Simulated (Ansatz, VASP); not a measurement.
## AlN in VASP and in Ansatz

```xyz
2
Lattice="0.0000 2.1888 2.1888 2.1888 0.0000 2.1888 2.1888 2.1888 0.0000" Properties=species:S:1:pos:R:3 pbc="T T T"
Al    0.0000    0.0000    0.0000
N     3.2832    3.2832    3.2832
```

Alike in both runs: functional PBEsol; k mesh 8 × 8 × 8; no spin polarisation.

Ansatz relaxed the structure, and its values are those at the end. VASP's run is a single point on that final structure, the one shown.

```csv
,VASP,Ansatz
version,VASP 6.6.1,Ansatz 0.2.0
potentials or method,"VASP PAW PBE potentials, release 64 (Al, N)","plane waves, PAW"
plane-wave cutoff (eV),520,571
occupations,"gaussian, width 0.01 eV",fixed
valence electrons in the cell,8,8
```

```tsv
	VASP	Ansatz	Ansatz less VASP
pressure (GPa)	0.0	0.0	+0.02
```

Caveats: the PAW data sets were made with another functional, which shifts forces and pressure a little (VASP). A k mesh can miss the band edges.
